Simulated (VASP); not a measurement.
# Co (P6_3/mmc) in VASP: single point with PBE

Aim: the single point of Co with PBE.

Everything below comes from runs of VASP 6.6.1. Logs are shortened: lines on timing, memory, paths and dates and some standing lists are left out, and cuts for length are marked.

## 1. Starting point

Symmetry: P6_3/mmc, No. 194, hexagonal system. The conventional cell has a = 2.489 Å, b = 2.489 Å, c = 4.026 Å, α = 90.00°, β = 90.00°, γ = 120.00°. Co (site symmetry -6m2) is surrounded by 12 Co at 2.47 to 2.49 Å.

## 2. Single point, PBE, collinear spin, ferromagnetic start

The input, INCAR:

```
SYSTEM = Co
PREC = Accurate
ENCUT = 520
EDIFF = 1E-6
ISMEAR = 1
SIGMA = 0.1
LREAL = .FALSE.
LASPH = .TRUE.
NELM = 150
ALGO = Normal
ISIF = 2
LWAVE = .FALSE.
LCHARG = .FALSE.
ISPIN = 2
MAGMOM = 1.8 1.8
LORBIT = 11
LMAXMIX = 4
GGA = PE
AMIX = 0.2
BMIX = 1E-4
AMIX_MAG = 0.8
BMIX_MAG = 1E-4
ICORELEVEL = 1
```

The input, KPOINTS:

```
regular mesh
0
G
  15 10 25
  0 0 0
```

The input, POSCAR:

```
Co
1.0
    2.4887480100      0.0000000000      0.0000000000
    0.0000000000      4.0261540000      0.0000000000
    1.2443740000      0.0000000000      2.1553189900
Co
2
Direct
    0.3333330000      0.7500000000      0.3333330000
    0.6666670000      0.2500000000      0.6666670000
```

Potentials or basis: VASP PAW PBE potentials, release 64 (Co).

Started as:

```sh
cat potpaw_PBE.64/Co/POTCAR > POTCAR
mpirun -np 1 vasp_std > vasp.out
```

OUTCAR:

```text
SYSTEM = Co
   PREC = Accurate
   ENCUT = 520
   EDIFF = 1E-6
   ISMEAR = 1
   LREAL = .FALSE.
   LASPH = .TRUE.
   NELM = 150
   ISIF = 2
   ISPIN = 2
   LORBIT = 11
   GGA = PE
   AMIX = 0.2
   AMIX_MAG = 0.8

 ion  position               nearest neighbor table
   1  0.333  0.750  0.333-   2 2.47   2 2.47   2 2.47   2 2.47   2 2.47   2 2.47
   2  0.667  0.250  0.667-   1 2.47   1 2.47   1 2.47   1 2.47   1 2.47   1 2.47

  LATTYP: Found a hexagonal cell.
 ALAT       =     2.4887480036
 C/A-ratio  =     1.6177427342

  Lattice vectors:

 A1 = (  -1.2443740100,   0.0000000000,   2.1553189900)
 A2 = (   2.4887480100,   0.0000000000,   0.0000000000)
 A3 = (   0.0000000000,   4.0261540000,   0.0000000000)

Analysis of symmetry for initial positions (statically):
=====================================================================
 Subroutine PRICEL returns:
 Original cell was already a primitive cell.

 Routine SETGRP: Setting up the symmetry group for a
 hexagonal supercell.

 Subroutine GETGRP returns: Found 24 space group operations
 (whereof 12 operations were pure point group operations)
 out of a pool of 24 trial point group operations.

The static configuration has the point symmetry D_3d.
 The point group associated with its full space group is D_6h.

Analysis of symmetry for dynamics (positions and initial velocities):
=====================================================================
 Subroutine PRICEL returns:
 Original cell was already a primitive cell.

 Routine SETGRP: Setting up the symmetry group for a
 hexagonal supercell.

 Subroutine GETGRP returns: Found 24 space group operations
 (whereof 12 operations were pure point group operations)
 out of a pool of 24 trial point group operations.

The dynamic configuration has the point symmetry D_3d.
 The point group associated with its full space group is D_6h.

Analysis of structural, dynamic, and magnetic symmetry:
=====================================================================
 Subroutine PRICEL returns:
 Original cell was already a primitive cell.

 Routine SETGRP: Setting up the symmetry group for a
 hexagonal supercell.

 Subroutine GETGRP returns: Found 24 space group operations
 (whereof 12 operations were pure point group operations)
 out of a pool of 24 trial point group operations.

The overall configuration has the point symmetry D_3d.
 The point group associated with its full space group is D_6h.

 Subroutine INISYM returns: Found 24 space group operations
 (whereof 12 operations are pure point group operations),
 and found     1 'primitive' translations

----------------------------------------------------------------------------------------

                                     Primitive cell

  volume of cell :      21.5965

  direct lattice vectors                    reciprocal lattice vectors
     2.488748010  0.000000000  0.000000000     0.401808458  0.000000000 -0.231984222
     0.000000000  4.026154000  0.000000000     0.000000000  0.248375994  0.000000000
     1.244374000  0.000000000  2.155318990     0.000000000  0.000000000  0.463968445

  length of vectors
     2.488748010  4.026154000  2.488747999     0.463968443  0.248375994  0.463968445

  position of ions in fractional coordinates (direct lattice)
     0.333333000  0.750000000  0.333333000
     0.666667000  0.250000000  0.666667000

  ion indices of the primitive-cell ions
   primitive index   ion index
                 1           1
                 2           2

----------------------------------------------------------------------------------------

 KPOINTS: regular mesh

Automatic generation of k-mesh.
 Grid dimensions read from file:
 generate k-points for:   15   10   25

 Generating k-lattice:

  Cartesian coordinates                     Fractional coordinates (reciprocal lattice)
     0.026787231  0.000000000 -0.015465615     0.066666667  0.000000000  0.000000000
     0.000000000  0.024837599  0.000000000     0.000000000  0.100000000  0.000000000
     0.000000000  0.000000000  0.018558738     0.000000000  0.000000000  0.040000000

[... 71 lines left out ...]
   ICHARG =      2    charge: 1-file 2-atom 10-const
   ISPIN  =      2    spin polarized calculation?
   LNONCOLLINEAR =      F non collinear calculations
   LSORBIT =      F    spin-orbit coupling
   LASPH  =      T    aspherical Exc in radial PAW
   ENCUT  =  520.0 eV  38.22 Ry    6.18 a.u.   4.63  7.49  4.63*2*pi/ulx,y,z
   NELM   =    150;   NELMIN=  2; NELMDL= -5     # of ELM steps
   EDIFF  = 0.1E-05   stopping-criterion for ELM
   LREAL  =      F    real-space projection
   EDIFFG = 0.1E-04   stopping-criterion for IOM
   NSW    =      0    number of steps for IOM
   IBRION =     -1    ionic relax: 0-MD 1-quasi-New 2-CG
   NFREE  =      0    steps in history (QN), initial steepest desc. (CG)
   ISIF   =      2    stress and relaxation
   ISYM   =      2    0-nonsym 1-usesym 2-fastsym
   POTIM  = 0.5000    time-step for ionic-motion
   TEBEG  =    0.0;   TEEND  =   0.0 temperature during run
   PSTRESS=    0.0 pullay stress
   NELECT =      18.0000    total number of electrons
   NUPDOWN=      -1.0000    fix difference up-down
   EMIN   =  10.00;   EMAX   =-10.00  energy-range for DOS
   EFERMI =   0.00;   METHOD = LEGACY
   ISMEAR =     1;   SIGMA  =   0.10  broadening in eV -4-tet -1-fermi 0-gaus
   EFERMI_NEDOS =   21; number of points for ismear=-14 and -15
   IALGO  =     38    algorithm
   IMIX   =      4    mixing-type and parameters
     AMIX     =   0.20;   BMIX     =  0.00
     AMIX_MAG =   0.80;   BMIX_MAG =  0.00
  volume/ion in A,a.u.               =      10.80        72.87
  Fermi-wavevector in a.u.,A,eV,Ry     =   1.540653  2.911411 32.294929  2.373610
  Thomas-Fermi vector in A             =   2.646709
   LORBIT       =     11    0 simple, 1 ext, 2 COOP (PROOUT), +10 PAW based schemes
   GGA     = PE    functional components
   LHFCALC =     F    Hartree Fock is set to
   AEXX    =    0.0000 exact exchange contribution
   IVDW    =     0    specifies the selected vdW correction
   LEPSILON=     F    determine dielectric tensor
   LRPA    =     F    only Hartree local field effects (RPA)
 spin polarized calculation
 Methfessel and Paxton  Order N= 1 SIGMA  =   0.10
  energy-cutoff  :      520.00
  volume of cell :       21.60
 maximum number of plane-waves:       594
   NGX =  9   NGY = 15   NGZ =  9

 number of electron      17.9999996 magnetization       3.2154443

 Free energy of the ion-electron system (eV)
  ---------------------------------------------------
  ext. energy  EPLUGINS =         0.00000000
  ---------------------------------------------------
  free energy    TOTEN  =       -14.07142549 eV

  energy without entropy =      -14.07158552  energy(sigma->0) =      -14.07147883

 the core state eigenenergies are
   1-  1s  -7575.5838  2s   -881.8502  2p   -752.8079  3s    -84.7232  3p    -47.9993

   2-  1s  -7575.5838  2s   -881.8502  2p   -752.8079  3s    -84.7232  3p    -47.9993

 E-fermi :  10.3161     XC(G=0): -13.4319

 val. band max:       10.3160224399   @ k =   0.3333   0.4000   0.2400
 cond. band min:      10.3171968710   @ k =   0.2000   0.0000  -0.0000
 fundamental gap:      0.0011744312
 Fermi energy:        10.3160772174

 spin component 1

 k-point     1 :       0.0000    0.0000    0.0000
  band No.  band energies     occupation
      1       1.3885      1.00000
      2       5.1719      1.00000
      3       7.7023      1.00000
      4       7.7250      1.00000
      5       7.7250      1.00000
      6       8.0384      1.00000
      7       8.0384      1.00000
      8       8.3850      1.00000
      9       8.3850      1.00000
     10       9.4902      1.00000
     11       9.4902      1.00000
     12      10.2444      0.96576
     13      16.7128      0.00000
     14      32.3457      0.00000
[... 403 lines left out ...]
      4       6.7762      1.00000
      5       7.7390      1.00000
      6       8.1538      1.00000
      7       9.0658      1.00000
      8       9.4253      1.00000
      9       9.6511      1.00000
     10       9.7530      1.00000
     11      11.0779     -0.00000
     12      13.6978      0.00000
     13      18.3107      0.00000
     14      19.8037      0.00000
     15      24.9892      0.00000

 [... further k-points ...]

 spin component 2

 k-point     1 :       0.0000    0.0000    0.0000
  band No.  band energies     occupation
      1       1.3822      1.00000
      2       6.1118      1.00000
      3       9.3300      1.00000
      4       9.3597      1.00000
      5       9.3597      1.00000
      6       9.7269      1.00000
      7       9.7269      1.00000
      8      10.1540      1.02212
      9      10.1540      1.02213
     10      10.1782      1.03251
     11      11.3769     -0.00000
     12      11.3769     -0.00000
     13      17.7229      0.00000
     14      32.0607      0.00000
[... 403 lines left out ...]
      4       7.9404      1.00000
      5       9.3997      1.00000
      6       9.6345      1.00000
      7      10.2122      1.02873
      8      11.2969     -0.00000
      9      11.5333     -0.00000
     10      11.6477     -0.00000
     11      12.2479     -0.00000
     12      14.5063      0.00000
     13      19.0295      0.00000
     14      20.3625      0.00000
     15      25.3673      0.00000

 [... further k-points ...]

------------------------ aborting loop because EDIFF is reached ----------------------------------------

  FORCE on cell =-STRESS in cart. coord.  units (eV):
  Direction    XX          YY          ZZ          XY          YZ          ZX
  --------------------------------------------------------------------------------------
  -------------------------------------------------------------------------------------
  Total        0.0828598      0.0518319      0.0828598      0.0000000      0.0000000     -0.0000000
  in kB        6.1471221      3.8452513      6.1471220      0.0000000      0.0000000     -0.0000000
  external PRESSURE =       5.3798318 kB  Pullay stress =       0.0000000 kB

 VOLUME and BASIS-vectors are now :
 -----------------------------------------------------------------------------
  energy-cutoff  :      520.00
  volume of cell :       21.60
      direct lattice vectors                 reciprocal lattice vectors
     2.488748010  0.000000000  0.000000000     0.401808458  0.000000000 -0.231984222
     0.000000000  4.026154000  0.000000000     0.000000000  0.248375994  0.000000000
     1.244374000  0.000000000  2.155318990     0.000000000  0.000000000  0.463968445

 POSITION                                       TOTAL-FORCE (eV/Angst)
 -----------------------------------------------------------------------------------
      1.24437      3.01962      0.71844        -0.000000      0.000000      0.000000
      2.48875      1.00654      1.43688         0.000000      0.000000     -0.000000
 -----------------------------------------------------------------------------------
    total drift:                               -0.000026      0.000013      0.000014

  FREE ENERGIE OF THE ION-ELECTRON SYSTEM (eV)
  ---------------------------------------------------
  free  energy   TOTEN  =       -14.0714254853 eV

  energy  without entropy=      -14.0715855173  energy(sigma->0) =      -14.07147883

 total charge

# of ion       s       p       d       tot
------------------------------------------
    1        0.491   0.526   7.266   8.282
    2        0.491   0.526   7.266   8.282
--------------------------------------------------
tot          0.981   1.051  14.532  16.564

 magnetization (x)

# of ion       s       p       d       tot
------------------------------------------
    1       -0.015  -0.055   1.696   1.627
    2       -0.015  -0.055   1.696   1.627
--------------------------------------------------
tot         -0.030  -0.109   3.393   3.254
```

Wall time 3.6 min (1 thread of Intel Xeon 6975P-C (Granite Rapids), shared host); peak memory 0.5 GiB.

What came out:

| Property | Result |
| --- | --- |
| Free energy | -14.0714 eV |
| Pressure | 0.5 GPa |
| Band gap on the k mesh | none (metal or under the smearing width) |
| Net moment | 3.22 μB per cell |
| Site moments | Co +1.63 μB |
| Valence electrons inside the program's atomic spheres | Co 8.28 |

Levels at points of the mesh, in eV from the Fermi level:
Spin up:
```csv
k point,band 7,band 8,band 9,band 10,band 11,band 12,band 13,band 14,band 15
"(0.00, 0.00, 0.00)",-2.28,-1.93,-1.93,-0.83,-0.83,-0.07,6.40,22.03,24.64
"(0.00, 0.50, 0.00)",-2.66,-2.66,-1.14,-1.14,-1.14,-1.14,15.08,15.08,22.76
```
Spin down:
| k point | band 4 | band 5 | band 6 | band 7 | band 8 | band 9 | band 10 | band 11 |
| --- | --- | --- | --- | --- | --- | --- | --- | --- |
| (0.00, 0.00, 0.00) | -0.96 | -0.96 | -0.59 | -0.59 | -0.16 | -0.16 | -0.14 | 1.06 |
| (0.00, 0.50, 0.00) | -1.54 | -1.02 | -1.02 | -1.02 | -1.02 | 0.72 | 0.72 | 0.72 |

Core levels (eV, on the scale of the bands):
```csv
atom,levels
1 Co,"1s -7575.6, 2s -881.9, 2p -752.8, 3s -84.7, 3p -48.0"
2 Co,"1s -7575.6, 2s -881.9, 2p -752.8, 3s -84.7, 3p -48.0"
```
